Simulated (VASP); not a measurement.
# CuAu (P4/mmm) in VASP: notebook

Runs on CuAu. Level: PBE. Tasks: single point.

All numbers are computed with VASP 6.6.1; they aren't measurements. Logs are shortened: lines on timing, memory, paths and dates and some standing lists are left out, and cuts for length are marked.

## 1. Starting point

Symmetry: P4/mmm, No. 123, tetragonal system. Conventional cell: a = 2.811 Å, b = 2.811 Å, c = 3.685 Å, α = 90.00°, β = 90.00°, γ = 90.00°. Au (site symmetry 4/mmm) is surrounded by 8 Cu at 2.71 Å and 4 Au at 2.81 Å. Around Cu (site symmetry 4/mmm) lie 8 Au at 2.71 Å and 4 Cu at 2.81 Å.

## 2. Single point, PBE

Input file INCAR:

```
SYSTEM = CuAu
ADDGRID  = .FALSE.      
ALGO     = Normal         ! electronic algorithm
EDIFF    = 1E-6           ! SCF threshold, eV
ENCUT    = 460            ! plane-wave cutoff, eV
GGA      = PE             ! functional
ISIF     = 2              ! what is computed and relaxed
ISMEAR   = 1              ! smearing method
LASPH    = .TRUE.         ! aspherical terms in the spheres
LCHARG   = .FALSE.        ! write CHGCAR
LREAL    = .FALSE.        ! projectors in reciprocal space
LWAVE    = .FALSE.        ! write WAVECAR
NBANDS   = 18             ! bands
NELM     = 100            ! most SCF steps
PREC     = Accurate       ! precision mode
SIGMA    = 0.02           ! smearing width, eV
```

Input file KPOINTS:

```
k-points
0
G
  5 5 4
  0 0 0
```

Input file POSCAR:

```
CuAu
1.0
    2.8107494552      0.0000000000      0.0000000000
    0.0000000000      2.8107494552      0.0000000000
    0.0000000000      0.0000000000      3.6850000000
Au Cu
1 1
Direct
    0.0257070000      0.0114430000     -0.0258500000
    0.4994280000      0.4658820000      0.5068750000
```

Potentials or basis: VASP PAW PBE potentials, release 64 (Au, Cu).

The run is started by

```bash
cat potpaw_PBE.64/Au/POTCAR potpaw_PBE.64/Cu/POTCAR > POTCAR
mpirun -np 1 vasp_std > vasp.out
```

OUTCAR:

```text
SYSTEM = CuAu
   EDIFF = 1E-6
   ENCUT = 460
   GGA = PE
   ISIF = 2
   ISMEAR = 1
   LASPH = .TRUE.
   LREAL = .FALSE.
   NELM = 100
   PREC = Accurate

 Found     51 irreducible k-points:

 Following reciprocal coordinates:
            Coordinates               Weight
  0.000000  0.000000  0.000000      1.000000
  0.200000  0.000000  0.000000      2.000000
  0.000000  0.200000  0.000000      2.000000
  0.400000  0.000000  0.000000      2.000000
  0.000000  0.400000  0.000000      2.000000
  0.200000  0.200000  0.000000      2.000000
   k-points           NKPTS =     51   k-points in BZ     NKDIM =     51   number of bands    NBANDS=     18
   number of dos      NEDOS =    301   number of ions     NIONS =      2
   total plane-waves  NPLWV =  11200
   dimension x,y,z NGX =    20 NGY =   20 NGZ =   28
   dimension x,y,z NGXF=    40 NGYF=   40 NGZF=   56
   ions per type =               1   1
   NGX,Y,Z   is equivalent  to a cutoff of  11.83, 11.83, 12.63 a.u.
   NGXF,Y,Z  is equivalent  to a cutoff of  23.66, 23.66, 25.26 a.u.
 SYSTEM =  CuAu
   PREC   = accura    normal or accurate (medium, high low for compatibility)
   ISTART =      0    job   : 0-new  1-cont  2-samecut
   ICHARG =      2    charge: 1-file 2-atom 10-const
   ISPIN  =      1    spin polarized calculation?
   LNONCOLLINEAR =      F non collinear calculations
   LSORBIT =      F    spin-orbit coupling
   LASPH  =      T    aspherical Exc in radial PAW
   ENCUT  =  460.0 eV  33.81 Ry    5.81 a.u.   4.92  4.92  6.44*2*pi/ulx,y,z
   NELM   =    100;   NELMIN=  2; NELMDL= -5     # of ELM steps
   EDIFF  = 0.1E-05   stopping-criterion for ELM
   LREAL  =      F    real-space projection
   EDIFFG = 0.1E-04   stopping-criterion for IOM
   NSW    =      0    number of steps for IOM
   IBRION =     -1    ionic relax: 0-MD 1-quasi-New 2-CG
   NFREE  =      0    steps in history (QN), initial steepest desc. (CG)
   ISIF   =      2    stress and relaxation
   ISYM   =      2    0-nonsym 1-usesym 2-fastsym
   POTIM  = 0.5000    time-step for ionic-motion
   TEBEG  =    0.0;   TEEND  =   0.0 temperature during run
   PSTRESS=    0.0 pullay stress
   NELECT =      22.0000    total number of electrons
   NUPDOWN=      -1.0000    fix difference up-down
   EMIN   =  10.00;   EMAX   =-10.00  energy-range for DOS
   EFERMI =   0.00;   METHOD = LEGACY
   ISMEAR =     1;   SIGMA  =   0.02  broadening in eV -4-tet -1-fermi 0-gaus
   EFERMI_NEDOS =   21; number of points for ismear=-14 and -15
   IALGO  =     38    algorithm
   IMIX   =      4    mixing-type and parameters
     AMIX     =   0.40;   BMIX     =  1.00
     AMIX_MAG =   1.60;   BMIX_MAG =  1.00
  volume/ion in A,a.u.               =      14.56        98.23
  Fermi-wavevector in a.u.,A,eV,Ry     =   1.491152  2.817868 30.253005  2.223533
  Thomas-Fermi vector in A             =   2.603843
   LORBIT       =      0    0 simple, 1 ext, 2 COOP (PROOUT), +10 PAW based schemes
   GGA     = PE    functional components
   LHFCALC =     F    Hartree Fock is set to
   AEXX    =    0.0000 exact exchange contribution
   IVDW    =     0    specifies the selected vdW correction
   LEPSILON=     F    determine dielectric tensor
   LRPA    =     F    only Hartree local field effects (RPA)
 non-spin polarized calculation
 Methfessel and Paxton  Order N= 1 SIGMA  =   0.02
  energy-cutoff  :      460.00
  volume of cell :       29.11
 maximum number of plane-waves:       667
   NGX =  9   NGY =  9   NGZ = 13

 number of electron      21.9999994 magnetization

 Free energy of the ion-electron system (eV)
  ---------------------------------------------------
  ext. energy  EPLUGINS =         0.00000000
  ---------------------------------------------------
  free energy    TOTEN  =        -7.05196290 eV

  energy without entropy =       -7.05155581  energy(sigma->0) =       -7.05182720

 E-fermi :   8.9901     XC(G=0): -12.6521

 val. band max:        8.9892045888   @ k =   0.2000   0.4000   0.5000
 cond. band min:       9.2738401222   @ k =  -0.4000  -0.4000   0.2500
 fundamental gap:      0.2846355334
 Fermi energy:         8.9900803313

 k-point     1 :       0.0000    0.0000    0.0000
  band No.  band energies     occupation
      1      -1.0376      2.00000
      2       2.1339      2.00000
      3       2.2683      2.00000
      4       4.6154      2.00000
      5       4.6943      2.00000
      6       5.7345      2.00000
[... 10 lines left out ...]
     17      25.4531      0.00000
     18      26.2562      0.00000

 k-point     2 :       0.2000    0.0000    0.0000
  band No.  band energies     occupation
      1      -0.1539      2.00000
      2       2.4581      2.00000
      3       2.8781      2.00000
      4       4.1156      2.00000
      5       4.8434      2.00000
      6       5.3307      2.00000
[... 10 lines left out ...]
     17      25.7802      0.00000
     18      27.4695      0.00000

 k-point     3 :       0.0000    0.2000    0.0000
  band No.  band energies     occupation
      1      -0.1571      2.00000
      2       2.4462      2.00000
      3       2.8940      2.00000
      4       4.1469      2.00000
      5       4.8124      2.00000
      6       5.3517      2.00000
[... 10 lines left out ...]
     17      25.8123      0.00000
     18      27.5199      0.00000

 k-point     4 :       0.4000    0.0000    0.0000
  band No.  band energies     occupation
      1       1.6557      2.00000
      2       3.0624      2.00000
      3       3.3029      2.00000
      4       4.1191      2.00000
      5       4.6725      2.00000
      6       5.1563      2.00000
[... 10 lines left out ...]
     17      23.7057      0.00000
     18      25.2259      0.00000

 k-point     5 :       0.0000    0.4000    0.0000
  band No.  band energies     occupation
      1       1.6403      2.00000
      2       3.0576      2.00000
      3       3.3243      2.00000
      4       4.1398      2.00000
      5       4.6991      2.00000
      6       5.1867      2.00000
[... 10 lines left out ...]
     17      23.7739      0.00000
     18      25.2382      0.00000

 k-point     6 :       0.2000    0.2000    0.0000
  band No.  band energies     occupation
      1       0.6950      2.00000
      2       3.0315      2.00000
      3       3.1522      2.00000
      4       4.0258      2.00000
      5       4.2498      2.00000
      6       4.8314      2.00000
[... 10 lines left out ...]
     17      26.0798      0.00000
     18      26.5248      0.00000

 [... further k-points ...]

------------------------ aborting loop because EDIFF is reached ----------------------------------------

  FORCE on cell =-STRESS in cart. coord.  units (eV):
  Direction    XX          YY          ZZ          XY          YZ          ZX
  --------------------------------------------------------------------------------------
  -------------------------------------------------------------------------------------
  Total        1.1849497      1.0863693      1.1287466      0.1086054     -0.3392039     -0.2051646
  in kB       65.2121852     59.7869387     62.1191189      5.9769596    -18.6676484    -11.2909703
  external PRESSURE =      62.3727476 kB  Pullay stress =       0.0000000 kB

 VOLUME and BASIS-vectors are now :
 -----------------------------------------------------------------------------
  energy-cutoff  :      460.00
  volume of cell :       29.11
      direct lattice vectors                 reciprocal lattice vectors
     2.810749455  0.000000000  0.000000000     0.355776997  0.000000000  0.000000000
     0.000000000  2.810749455  0.000000000     0.000000000  0.355776997  0.000000000
     0.000000000  0.000000000  3.685000000     0.000000000  0.000000000  0.271370421

 POSITION                                       TOTAL-FORCE (eV/Angst)
 -----------------------------------------------------------------------------------
      0.07226      0.03216      3.58974        -0.309312     -0.515466      0.903231
      1.40377      1.30948      1.86783         0.309312      0.515466     -0.903231
 -----------------------------------------------------------------------------------
    total drift:                                0.000196      0.001105     -0.000883

  FREE ENERGIE OF THE ION-ELECTRON SYSTEM (eV)
  ---------------------------------------------------
  free  energy   TOTEN  =        -7.0519628969 eV

  energy  without entropy=       -7.0515558094  energy(sigma->0) =       -7.05182720
```

It took 16 s on 1 thread of Intel Xeon Platinum 8375C at 2.90GHz (Ice Lake), shared host; peak memory 0.14 GiB.

The run converged, but some of its settings lie outside the range that counts as converged, so its numbers aren't taken as properties of the crystal.

What came out:

```yaml
Free_energy: -7.0520 eV
Pressure: 6.2 GPa
Largest_force: 1.085 eV/Å
Band_gap_on_the_k_mesh: none (metal or under the smearing width)
```

Caveat: the k mesh is coarse (spacing up to 0.45 Å⁻¹), so the values aren't converged.

## 3. Single point, PBE

Changes to INCAR since step 2:

```diff
@@ -14,3 +14,3 @@
 NELM     = 100            ! most SCF steps
-PREC     = Accurate       ! precision mode
-SIGMA    = 0.02           ! smearing width, eV
+PREC     = Low            ! precision mode
+SIGMA    = 0.2            ! smearing width, eV
```

KPOINTS is that of step 2.

Input file POSCAR:

```
CuAu
1.0
    2.8107494552      0.0000000000      0.0000000000
    0.0000000000      2.8107494552      0.0000000000
    0.0000000000      0.0000000000      3.6850000000
Au Cu
1 1
Direct
    0.0000000000      0.0000000000      0.0000000000
    0.5000000000      0.5000000000      0.5000000000
```

Potentials or basis: VASP PAW PBE potentials, release 64 (Au, Cu).

The run is started by

```bash
cat potpaw_PBE.64/Au/POTCAR potpaw_PBE.64/Cu/POTCAR > POTCAR
mpirun -np 1 vasp_std > vasp.out
```

Run time: 6.1 s. Hardware: 1 thread of Intel Xeon Platinum 8375C at 2.90GHz (Ice Lake), shared host; peak memory 0.11 GiB.

These settings aren't checked as converged: the numbers below hold their error.

Results:

```yaml
Free_energy: -7.1555 eV
Pressure: 4.0 GPa
Band_gap_on_the_k_mesh: none (metal or under the smearing width)
```

Caveat: the k mesh is coarse (spacing up to 0.45 Å⁻¹), so the values aren't converged.

## 4. Single point, PBE

INCAR is that of step 3.

KPOINTS is that of step 3.

Input file POSCAR:

```
CuAu
1.0
    2.8107494552      0.0000000000      0.0000000000
    0.0000000000      2.8107494552      0.0000000000
    0.0000000000      0.0000000000      3.6850000000
Au Cu
1 1
Direct
    0.0257070000      0.0114430000     -0.0258500000
    0.4994280000      0.4658820000      0.5068750000
```

Potentials or basis: VASP PAW PBE potentials, release 64 (Au, Cu).

The run is started by

```bash
cat potpaw_PBE.64/Au/POTCAR potpaw_PBE.64/Cu/POTCAR > POTCAR
mpirun -np 1 vasp_std > vasp.out
```

OUTCAR:

```text
SYSTEM = CuAu
   EDIFF = 1E-6
   ENCUT = 460
   GGA = PE
   ISIF = 2
   ISMEAR = 1
   LASPH = .TRUE.
   LREAL = .FALSE.
   NELM = 100
   PREC = Low

 Found     51 irreducible k-points:

 Following reciprocal coordinates:
            Coordinates               Weight
  0.000000  0.000000  0.000000      1.000000
  0.200000  0.000000  0.000000      2.000000
  0.000000  0.200000  0.000000      2.000000
  0.400000  0.000000  0.000000      2.000000
  0.000000  0.400000  0.000000      2.000000
  0.200000  0.200000  0.000000      2.000000
   k-points           NKPTS =     51   k-points in BZ     NKDIM =     51   number of bands    NBANDS=     18
   number of dos      NEDOS =    301   number of ions     NIONS =      2
   total plane-waves  NPLWV =   5120
   dimension x,y,z NGX =    16 NGY =   16 NGZ =   20
   dimension x,y,z NGXF=    16 NGYF=   16 NGZF=   24
   ions per type =               1   1
   NGX,Y,Z   is equivalent  to a cutoff of   9.46,  9.46,  9.02 a.u.
   NGXF,Y,Z  is equivalent  to a cutoff of   9.46,  9.46, 10.83 a.u.
 SYSTEM =  CuAu
   PREC   = low       normal or accurate (medium, high low for compatibility)
   ISTART =      0    job   : 0-new  1-cont  2-samecut
   ICHARG =      2    charge: 1-file 2-atom 10-const
   ISPIN  =      1    spin polarized calculation?
   LNONCOLLINEAR =      F non collinear calculations
   LSORBIT =      F    spin-orbit coupling
   LASPH  =      T    aspherical Exc in radial PAW
   ENCUT  =  460.0 eV  33.81 Ry    5.81 a.u.   4.92  4.92  6.44*2*pi/ulx,y,z
   NELM   =    100;   NELMIN=  2; NELMDL= -5     # of ELM steps
   EDIFF  = 0.1E-05   stopping-criterion for ELM
   LREAL  =      F    real-space projection
   EDIFFG = 0.1E-04   stopping-criterion for IOM
   NSW    =      0    number of steps for IOM
   IBRION =     -1    ionic relax: 0-MD 1-quasi-New 2-CG
   NFREE  =      0    steps in history (QN), initial steepest desc. (CG)
   ISIF   =      2    stress and relaxation
   ISYM   =      2    0-nonsym 1-usesym 2-fastsym
   POTIM  = 0.5000    time-step for ionic-motion
   TEBEG  =    0.0;   TEEND  =   0.0 temperature during run
   PSTRESS=    0.0 pullay stress
   NELECT =      22.0000    total number of electrons
   NUPDOWN=      -1.0000    fix difference up-down
   EMIN   =  10.00;   EMAX   =-10.00  energy-range for DOS
   EFERMI =   0.00;   METHOD = LEGACY
   ISMEAR =     1;   SIGMA  =   0.20  broadening in eV -4-tet -1-fermi 0-gaus
   EFERMI_NEDOS =   21; number of points for ismear=-14 and -15
   IALGO  =     38    algorithm
   IMIX   =      4    mixing-type and parameters
     AMIX     =   0.40;   BMIX     =  1.00
     AMIX_MAG =   1.60;   BMIX_MAG =  1.00
  volume/ion in A,a.u.               =      14.56        98.23
  Fermi-wavevector in a.u.,A,eV,Ry     =   1.491152  2.817868 30.253005  2.223533
  Thomas-Fermi vector in A             =   2.603843
   LORBIT       =      0    0 simple, 1 ext, 2 COOP (PROOUT), +10 PAW based schemes
   GGA     = PE    functional components
   LHFCALC =     F    Hartree Fock is set to
   AEXX    =    0.0000 exact exchange contribution
   IVDW    =     0    specifies the selected vdW correction
   LEPSILON=     F    determine dielectric tensor
   LRPA    =     F    only Hartree local field effects (RPA)
 non-spin polarized calculation
 Methfessel and Paxton  Order N= 1 SIGMA  =   0.20
  energy-cutoff  :      460.00
  volume of cell :       29.11
 maximum number of plane-waves:       667
   NGX =  9   NGY =  9   NGZ = 13

 number of electron      22.0000773 magnetization

 Free energy of the ion-electron system (eV)
  ---------------------------------------------------
  ext. energy  EPLUGINS =         0.00000000
  ---------------------------------------------------
  free energy    TOTEN  =        -7.05909413 eV

  energy without entropy =       -7.05704996  energy(sigma->0) =       -7.05841274

 E-fermi :   9.0274     XC(G=0): -12.6509

 val. band max:        8.9914996173   @ k =   0.2000   0.4000   0.5000
 cond. band min:       9.2755575913   @ k =  -0.4000  -0.4000   0.2500
 fundamental gap:      0.2840579740
 Fermi energy:         9.0273706661

 k-point     1 :       0.0000    0.0000    0.0000
  band No.  band energies     occupation
      1      -1.0363      2.00000
      2       2.1349      2.00000
      3       2.2694      2.00000
      4       4.6165      2.00000
      5       4.6957      2.00000
      6       5.7360      2.00000
[... 10 lines left out ...]
     17      25.4553      0.00000
     18      26.2571      0.00000
[... 85 lines left out ...]
 k-point     6 :       0.2000    0.2000    0.0000
  band No.  band energies     occupation
      1       0.6962      2.00000
      2       3.0322      2.00000
      3       3.1535      2.00000
      4       4.0269      2.00000
      5       4.2507      2.00000
      6       4.8329      2.00000
[... 10 lines left out ...]
     17      26.0812      0.00000
     18      26.5258      0.00000

 [... further k-points ...]

------------------------ aborting loop because EDIFF is reached ----------------------------------------

  FORCE on cell =-STRESS in cart. coord.  units (eV):
  Direction    XX          YY          ZZ          XY          YZ          ZX
  --------------------------------------------------------------------------------------
  -------------------------------------------------------------------------------------
  Total        1.1768616      1.0872266      1.1361870      0.1095333     -0.3357327     -0.2044093
  in kB       64.7670636     59.8341196     62.5285893      6.0280235    -18.4766145    -11.2494034
  external PRESSURE =      62.3765909 kB  Pullay stress =       0.0000000 kB

 VOLUME and BASIS-vectors are now :
 -----------------------------------------------------------------------------
  energy-cutoff  :      460.00
  volume of cell :       29.11
      direct lattice vectors                 reciprocal lattice vectors
     2.810749455  0.000000000  0.000000000     0.355776997  0.000000000  0.000000000
     0.000000000  2.810749455  0.000000000     0.000000000  0.355776997  0.000000000
     0.000000000  0.000000000  3.685000000     0.000000000  0.000000000  0.271370421

 POSITION                                       TOTAL-FORCE (eV/Angst)
 -----------------------------------------------------------------------------------
      0.07226      0.03216      3.58974        -0.310825     -0.510299      0.912089
      1.40377      1.30948      1.86783         0.310825      0.510299     -0.912089
 -----------------------------------------------------------------------------------
    total drift:                                0.003507     -0.012292     -0.019881

  FREE ENERGIE OF THE ION-ELECTRON SYSTEM (eV)
  ---------------------------------------------------
  free  energy   TOTEN  =        -7.0590941325 eV

  energy  without entropy=       -7.0570499565  energy(sigma->0) =       -7.05841274
```

OSZICAR:

```text
N       E                     dE             d eps       ncg     rms          rms(c)
DAV:   1     0.124439655672E+03    0.12444E+03   -0.10201E+04  1960   0.158E+03
DAV:   2    -0.320898625179E+01   -0.12765E+03   -0.11943E+03  1862   0.284E+02
DAV:   3    -0.794702776981E+01   -0.47380E+01   -0.46680E+01  2148   0.651E+01
DAV:   4    -0.801137249176E+01   -0.64345E-01   -0.64307E-01  2374   0.631E+00
DAV:   5    -0.801287834877E+01   -0.15059E-02   -0.15058E-02  2364   0.990E-01    0.116E+01
DAV:   6    -0.744629809962E+01    0.56658E+00   -0.63184E+00  1962   0.694E+01    0.535E+00
DAV:   7    -0.712556361561E+01    0.32073E+00   -0.24736E+00  2194   0.723E+01    0.549E+00
DAV:   8    -0.706605013423E+01    0.59513E-01   -0.21024E-01  2478   0.117E+01    0.262E+00
DAV:   9    -0.705931856625E+01    0.67316E-02   -0.18058E-02  2778   0.318E+00    0.135E-01
DAV:  10    -0.705910834782E+01    0.21022E-03   -0.23454E-03  2430   0.565E-01    0.104E-01
DAV:  11    -0.705909802443E+01    0.10323E-04   -0.74934E-05  2452   0.101E-01    0.194E-02
DAV:  12    -0.705909369083E+01    0.43336E-05   -0.77504E-06  2794   0.673E-02    0.102E-02
DAV:  13    -0.705909413247E+01   -0.44164E-06   -0.48885E-07  1074   0.883E-03
   1 F= -.70590941E+01 E0= -.70584127E+01  d E =-.204418E-02
```

stdout:

```text
POSCAR found type information on POSCAR AuCu
 POSCAR found :  2 types and       2 ions
 scaLAPACK will be used
 LDA part: xc-table for (Slater+PW92), standard interpolation
 POSCAR, INCAR and KPOINTS ok, starting setup
 FFT: planning ... GRIDC
 FFT: planning ... GRID_SOFT
 FFT: planning ... GRID
 WAVECAR not read
 entering main loop
```

It took 11 s on 1 thread of Intel Xeon Platinum 8375C at 2.90GHz (Ice Lake), shared host; peak memory 0.12 GiB.

The run converged, but some of its settings lie outside the range that counts as converged, so its numbers aren't taken as properties of the crystal.

What came out:

| Item | Value |
| --- | --- |
| Free energy | -7.0591 eV |
| Pressure | 6.2 GPa |
| Largest force | 1.090 eV/Å |
| Band gap on the k mesh | none (metal or under the smearing width) |

Caveat: the k mesh is coarse (spacing up to 0.45 Å⁻¹), so the values aren't converged.

## 5. The reference run

An earlier run on the cell as given: functional PBEsol; potentials or basis VASP PAW PBE potentials, release 64 (Au, Cu); cutoff 520 eV; k mesh 9 × 9 × 7; occupations fermi-dirac, width 0.05 eV; no spin polarisation.

* Pressure: -3.9 GPa
* Band gap on the k mesh: none (metal or under the smearing width)
